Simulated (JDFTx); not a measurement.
Si:

```
Si
1.0
     0.00000    2.72185    2.72185
     2.72185    0.00000    2.72185
     2.72185    2.72185    0.00000
Si
2
Direct
  0.50000 0.50000 0.50000
  0.75000 0.75000 0.75000
```

Program: JDFTx 1.7.0 (patched build). Alike in all runs: task single point; no spin polarisation; cell as given; cutoff (eV) 490.

Question: Order these runs on this cell by their band gap on the k mesh, lowest first.
A. level PBE0 (exact-exchange share 0.3); potentials or basis PseudoDojo-SR-PBE-0.5-standard with smoothed tails; k mesh 3 × 3 × 3; smearing fermi-dirac 0.05 eV; share of exact exchange 0.3; SCF threshold on the energy 1e-07 Ha; mesh quality coarse
B. level PBE0 (exact-exchange share 0.1); potentials or basis PseudoDojo-SR-PBE-0.5-standard with smoothed tails; k mesh 3 × 3 × 3; smearing fermi-dirac 0.05 eV; share of exact exchange 0.1; SCF threshold on the energy 1e-07 Ha; mesh quality coarse
C. level PBEsol; potentials or basis PseudoDojo-SR-PBEsol-0.4.1-standard with smoothed tails; k mesh 8 × 8 × 8; smearing gaussian 0.1 eV; SCF threshold on the energy 1e-09 Ha; mesh quality not flagged
D. level PBE0 (exact-exchange share 0.2); potentials or basis PseudoDojo-SR-PBE-0.5-standard with smoothed tails; k mesh 3 × 3 × 3; smearing fermi-dirac 0.05 eV; share of exact exchange 0.2; SCF threshold on the energy 1e-07 Ha; mesh quality coarse
E. level PBE0 (exact-exchange share 0.25); potentials or basis PseudoDojo-SR-PBE-0.5-standard with smoothed tails; k mesh 3 × 3 × 3; smearing fermi-dirac 0.05 eV; share of exact exchange 0.25; SCF threshold on the energy 1e-07 Ha; mesh quality coarse

Answer: C (0.52 eV), B (1.26 eV), D (1.83 eV), E (2.12 eV), A (2.42 eV).

Caveats: some runs use coarse meshes; the empty levels aren't tightly converged (some runs); the hybrid runs on potentials with a model core (some runs); an odd mesh through Γ misses points on the zone boundary, where band edges often lie (some runs).

A k mesh can miss the band edges, odd and even meshes differently.
